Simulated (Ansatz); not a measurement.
Input for Ansatz (plane-wave DFT, PAW):

```yaml
crystal:
  lattice:
    - [2.0438425128, -3.5412465597, 0.0]
    - [2.0438425128, 3.5412465597, 0.0]
    - [0.0, 0.0, 3.7683916351]
  atoms:
    - { symbol: Ba, position: [0.0, 0.0, 0.0] }
basis:
  ecutwfc: 420
kpoints:
  mp_grid: { grid: [12, 12, 12] }
hamiltonian:
  xc: pbe
  dispersion: d3bj
scf:
  occupations: { method: gaussian, width: 0.1 }
output:
  forces: true
  stress: true
  eigenvalues: true
relax:
  adjacent_minimum: "off"
  f_tol: 0.01
  max_steps: 30
  cell: { stress_tol: 0.1, fix: [volume] }
```

It can be run as
```bash
ansatz run input.yaml --threads 1 --pin off --backend cpu --events-out ev --progress --plain --runs-dir out  # memory cap (--max-ram) not shown
```

All numbers below come from DFT PBE+D3(BJ), scalar-relativistic, plane waves, PAW in Ansatz.

From the run's log, abridged:

```
Pseudopotentials: kind: paw
Pseudopotential: Ba, paw, valence charge 10, recommended cutoff 420 eV (normal)
Functional definition: PBE
Crystal: 1 atom, lattice volume = 54.549 Å³
Basis set: ecut = 420 eV, 1057 PW (Γ), exchange–correlation on 60×60×54 points (8 copies of the dense FFT grid, shifted against one another)
Bands: 9, of which v1, the nominal top of the filled ones, is band 5 counted from 1 (4 counted from 0)
Symmetry: 8 space group operations
Space group: Cmmm (ITA 65), of the structure as read, at distance tolerance 3.8e-5 Å
k-points: 301 of 1728
Initial density: superposition of atomic densities (neutral atoms: chi_scale 0, normalization atom), corrected by the library's trained network
Initial wavefunctions: pseudopotential atomic-orbital guess
Functional: x = pbe(κ = 0.804, μ = 0.21951497), c = pbe(β = 0.06672455)
SCF iter   1: F=—  HF=-5949.572295 eV  |F-HF|=—  |Δ(HF+E_count)|=         —  Δρ=1.57e-3  dr2=3.03e-3  ethr=1.77e-3  ⟨swp⟩=7.2  Hψ=25923  notcnv=0
SCF iter   2: F=—  HF=-5949.572266 eV  |F-HF|=—  |Δ(HF+E_count)|=   2.89e-5  Δρ=1.12e-3  dr2=1.73e-3  ethr=3.03e-5  ⟨swp⟩=1.3  Hψ=5342  notcnv=0
SCF iter   3: F=—  HF=-5949.571965 eV  |F-HF|=—  |Δ(HF+E_count)|=   3.01e-4  Δρ=5.00e-4  dr2=1.75e-4  ethr=1.73e-5  ⟨swp⟩=2.7  Hψ=4250  notcnv=0  defer=1
SCF iter   4: F=—  HF=-5949.571963 eV  |F-HF|=—  |Δ(HF+E_count)|=   2.02e-6  Δρ=2.31e-4  dr2=4.34e-5  ethr=1.75e-6  ⟨swp⟩=1.0  Hψ=2708  notcnv=0  defer=1
SCF iter   5: F=—  HF=-5949.571949 eV  |F-HF|=—  |Δ(HF+E_count)|=   1.35e-5  Δρ=6.76e-5  dr2=3.84e-6  ethr=4.34e-7  ⟨swp⟩=2.0  Hψ=4225  notcnv=0  defer=1
SCF iter   6: F=—  HF=-5949.571948 eV  |F-HF|=—  |Δ(HF+E_count)|=   1.48e-6  Δρ=1.38e-5  dr2=1.52e-7  ethr=3.84e-8  ⟨swp⟩=2.6  Hψ=4212  notcnv=0  defer=1
SCF iter   7: F=-5949.571948 eV  HF=-5949.571948 eV  |F-HF|=7.36e-9  |Δ(HF+E_count)|=   4.91e-8  Δρ=3.70e-6  dr2=1.11e-8  ethr=1.00e-9  ⟨swp⟩=5.4  Hψ=15483  notcnv=0
SCF 1 converged in 7 iterations: F = -5949.571948 eV  dr2 = 1.11e-8
relax step   1: F+E_penalty+E_count = -5949.57194790 eV  Δ(F+E_penalty+E_count) = +0.000e0 eV  max|allowed force component| = 0.000e0 eV/Å  Δτ_max = 0.0000 Å  P = +0.557 GPa  Ω = 54.549 Å³  fix = [volume]  reactions: volume +0.557 GPa (7 SCF iters, dr2 threshold 1.00e-7 eV, accepted)
Initial density: handed on by an earlier stage of this run
Initial wavefunctions: pseudopotential atomic-orbital guess (no wavefunctions were taken with the density)
SCF iter   1: F=—  HF=-5949.571948 eV  |F-HF|=—  |Δ(HF+E_count)|=         —  Δρ=3.67e-6  dr2=1.11e-8  ethr=2.96e-7  ⟨swp⟩=3.3  Hψ=33941  notcnv=0
SCF iter   2: F=—  HF=-5949.571948 eV  |F-HF|=—  |Δ(HF+E_count)|=   3.39e-7  Δρ=1.16e-6  dr2=6.52e-10  ethr=1.11e-10  ⟨swp⟩=2.5  Hψ=4546  notcnv=0
SCF iter   3: F=—  HF=-5949.571948 eV  |F-HF|=—  |Δ(HF+E_count)|=  6.18e-11  Δρ=3.63e-7  dr2=4.17e-11  ethr=1.00e-12  ⟨swp⟩=6.8  Hψ=16914  notcnv=0
SCF iter   4: F=-5949.571948 eV  HF=-5949.571948 eV  |F-HF|=9.09e-13  |Δ(HF+E_count)|=  3.37e-11  Δρ=1.59e-8  dr2=1.70e-13  ethr=1.00e-12  ⟨swp⟩=4.0  Hψ=8477  notcnv=0
SCF 2 converged in 4 iterations: F = -5949.571948 eV  dr2 = 1.70e-13
SCF converged after 4 iterations
Free energy (F): -5949.571948 eV
Harris-Foulkes:  -5949.571948 eV  (|F-HF|=9.09e-13)
Internal energy: -5949.567145 eV  (E = F + TS)
E sigma→0 (E₀):  -5949.569546 eV
Entropy (-TS):   -0.004803 eV (-4.803 meV/atom)
Fermi energy:    7.037450 eV
--- Per-component energies (eV) ---
  E_band       = -73.313232
  E_kinetic    = 167.639914
  E_local      = -348.326260  (includes V_loc(G=0)·N_el)
  E_nonlocal   = 57.306367
  E_hartree    = 110.200180
  E_xc         = -167.169250
  E_vxc        = -134.507892  (∫ρ·V_xc dr)
  E_paw        = -5225.912523  (= ΣΔE_a)
  E_vpaw       = -35.825718  (= ΣTr[D̂ρ^β])
  E_aug_tail   = -0.000002  (compensation charges beyond the density's cutoff)
  E_ewald      = -543.073205
  E_disp       = -0.232367  (pairwise vdW)
  E_smearing   = -0.004803  (= −TS)
--- Forces (eV/Å), atoms counted from 1 ---
  atom   1  Ba     0.00000000     0.00000000     0.00000000
--- Stress (GPa, compression-positive) ---
        0.532742       0.000000       0.000000
        0.000000       0.526057       0.000000
        0.000000       0.000000       0.611617
  P = ⅓ Tr σ = 0.5568 GPa (5.568 kbar)
--- Band table (eV; the first three rows and the last of 301) ---
  k-point 0: bands = ["-21.9104", "-6.7123", "-6.7120", "-6.6186", "4.2786", "7.0539", "8.8488", "8.8531", "11.5931"]
  k-point 1: bands = ["-21.9038", "-6.7056", "-6.7053", "-6.6968", "4.3946", "7.1924", "8.8846", "8.8889", "11.6271"]
  k-point 2: bands = ["-21.8856", "-6.9026", "-6.6872", "-6.6869", "4.7062", "7.5743", "8.9868", "8.9911", "11.4872"]
  k-point 300: bands = ["-21.7325", "-7.4986", "-7.3365", "-6.7799", "5.9318", "7.1892", "9.0494", "10.3729", "11.2290"]
--- Relaxed structure (1 steps of the walk, 1 accepted, 1 SCFs on fresh bases) ---
  F+E_penalty+E_count = -5949.57194790 eV   max|allowed force component| = 0.000e0 eV/Å   (the final SCF, on the basis selected at the relaxed cell)
  cell:  # Å, volume = 54.5494 Å³
    - [2.0438425128, -3.5412465597, 0.0]
    - [2.0438425128, 3.5412465597, 0.0]
    - [0.0, 0.0, 3.7683916351]
  atoms:
    - { symbol: Ba, position: [0.0, 0.0, 0.0] }
```

The relaxation met its thresholds.